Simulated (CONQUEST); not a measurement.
## MoSe2 under changes of volume

One of the cells (20.129 Å³/atom); the others are scaled copies at fixed shape and fractional positions:

```
CELL_PARAMETERS angstrom
3.28800 0.00000 0.00000
0.00000 5.69498 0.00000
0.00000 0.00000 12.90000
ATOMIC_POSITIONS crystal
Mo 0.00000 0.33333 0.25000
Mo 0.50000 0.83333 0.25000
Mo 0.00000 0.66667 0.75000
Mo 0.50000 0.16667 0.75000
Se 0.00000 0.33333 0.62500
Se 0.50000 0.83333 0.62500
Se 0.00000 0.66667 0.12500
Se 0.50000 0.16667 0.12500
Se 0.00000 0.33333 0.87500
Se 0.50000 0.83333 0.87500
Se 0.00000 0.66667 0.37500
Se 0.50000 0.16667 0.37500
```

```yaml
Program: CONQUEST 1.3
Functional: PBE
Potentials_or_basis: PseudoDojo NC PBE, SZP, grid of 32 × 60 × 128 points
k_mesh: 8 × 5 × 2
Occupations: fermi-dirac, width 0.05 eV
Spin: no spin polarisation
```

| volume (Å³/atom) | energy over the lowest point (meV/atom) | pressure (GPa) | largest force (eV/Å) |
| --- | --- | --- | --- |
| 18.922 | 211.31 | 25.7 | 3.291 |
| 19.324 | ? | ? | ? |
| 19.727 | 104.47 | 17.2 | 2.374 |
| 20.129 | 65.92 | 13.5 | 1.967 |
| 20.532 | 36.22 | 10.1 | 1.582 |
| 20.935 | 14.60 | 7.2 | 1.240 |
| 21.337 | 0.00 | 4.5 | 0.912 |

Problem. What does the run at 19.324 Å³/atom give?

Solution. Energy over the lowest point 152.54 meV/atom; pressure 21.1 GPa; largest force 2.806 eV/Å.

Worked out: A Birch-Murnaghan fit of order 3 (a polynomial in V^(-2/3)) to the other rows has no minimum within the range. It gives 152.60 meV/atom at 19.324 Å³/atom, against the run's 152.54, and -dE/dV = 21.2 GPa, against 21.1.

Energies are extrapolated to zero smearing.

Caveats: the atomic basis is small; the cell's inner coordinates are idealised or old, which leaves forces on the atoms; this functional lacks dispersion, which binds the layers, so the pressure and a relaxed spacing across them are unreliable; the basis of atomic orbitals isn't converged, which shifts pressures, moduli and gaps.
